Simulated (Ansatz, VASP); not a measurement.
Given: the input of a run of Ansatz 0.2.0 on K.

The input input.yaml:

```yaml
crystal:
  lattice:
    - [4.2224466469, 0.0, 0.0]
    - [0.0, 4.2224466469, 0.0]
    - [0.0, 0.0, 4.2224466469]
  atoms:
    - { symbol: K, position: [0.0, 0.0, 0.0] }
hamiltonian:
  xc: pbe
  pseudopotentials: { kind: paw }
kpoints:
  mp_grid: { grid: [6, 6, 6] }
scf:
  occupations: { method: fermi_dirac, width: 0.05 }
output:
  forces: true
  stress: true
  eigenvalues: true
```

Potentials or basis: Ansatz PAW.

The run is started by

```bash
$ ansatz run input.yaml --threads 2 --pin off --max-ram 5120MiB --backend cpu --events-out ev --progress --plain --runs-dir out
```

**Question.** Set up the same calculation for VASP 6.6.1. Potentials there: VASP PAW PBE potentials, release 64 (K_sv).

**Answer.** As run (the cutoff follows the program's own potentials):

Contents of INCAR:

```
SYSTEM = K
PREC = Accurate
ENCUT = 520
EDIFF = 1E-7
ISMEAR = -1
SIGMA = 0.05
LREAL = .FALSE.
LASPH = .TRUE.
NELM = 100
ALGO = Normal
ISIF = 2
LWAVE = .FALSE.
LCHARG = .FALSE.
GGA = PE
NBANDS = 10
```

File KPOINTS:

```
Automatic mesh
0
G
  6 6 6
  0 0 0
```

POSCAR

```
K
1.0
    4.2224466469      0.0000000000      0.0000000000
    0.0000000000      4.2224466469      0.0000000000
    0.0000000000      0.0000000000      4.2224466469
K
1
Direct
    0.0000000000      0.0000000000      0.0000000000
```

Potentials or basis: VASP PAW PBE potentials, release 64 (K_sv).

Launch:

```sh
$ cat potpaw_PBE.64/K_sv/POTCAR > POTCAR
$ mpirun -np 1 vasp_std > vasp.out
```

Both were run:

|  | VASP | Ansatz | Ansatz less VASP |
| --- | --- | --- | --- |
| gap on the k mesh at the Fermi level (eV) | none | none | - |
| pressure (GPa) | 0.1 | 0.2 | +0.01 |

A gap of «none» marks a metal or a gap that the smearing closes.
